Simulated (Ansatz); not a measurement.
Bi under changes of volume

One of the cells (34.026 Å³/atom); the others are scaled copies at fixed shape and fractional positions:

```
Bi
1.0
     3.48860   -3.13258    0.00000
     3.48860    3.13258    0.00000
    -1.26023    0.00000    3.11355
Bi
2
Direct
  0.75306 0.75306 0.85738
  0.24694 0.24694 0.14262
```

This isn't the form of Bi at room conditions, which is rhombohedral.

| Item | Value |
| --- | --- |
| Program | Ansatz 0.2.0 |
| Functional | HSE06 |
| Potentials or basis | Ansatz PAW |
| Cutoff | 420 eV (not typed: the program's choice for these potentials) |
| k mesh | 4 × 4 × 6 |
| Occupations | fermi-dirac, width 0.05 eV |
| Spin | no spin polarisation |

```csv
volume (Å³/atom),energy over the lowest point (meV/atom),pressure (GPa),largest force (eV/Å)
31.984,3.79,1.5,0.132
32.665,0.00,0.3,0.155
33.345,1.17,-0.8,0.179
34.026,?,?,?
34.706,16.31,-2.7,0.225
35.387,29.28,-3.4,0.248
36.067,45.23,-4.1,0.270
```

**Question.** What does the run at 34.026 Å³/atom give?

**Answer.** Energy over the lowest point 6.78 meV/atom; pressure -1.8 GPa; largest force 0.202 eV/Å.

Worked out: A Birch-Murnaghan fit of order 3 (a polynomial in V^(-2/3)) to the other rows has its minimum at 32.83 Å³/atom with B0 = V·E''(V) = 55 GPa and B' = 5.1 at fixed shape and positions, which overstates the stiffness. It gives 6.81 meV/atom at 34.026 Å³/atom, against the run's 6.78, and -dE/dV = -1.8 GPa, against -1.8.

Energies are extrapolated to zero smearing.

Caveats: the PAW data sets come from PBE, with cores solved anew for the run's functional, which leaves a small shift of forces and pressure; the thresholds are loose for stress.
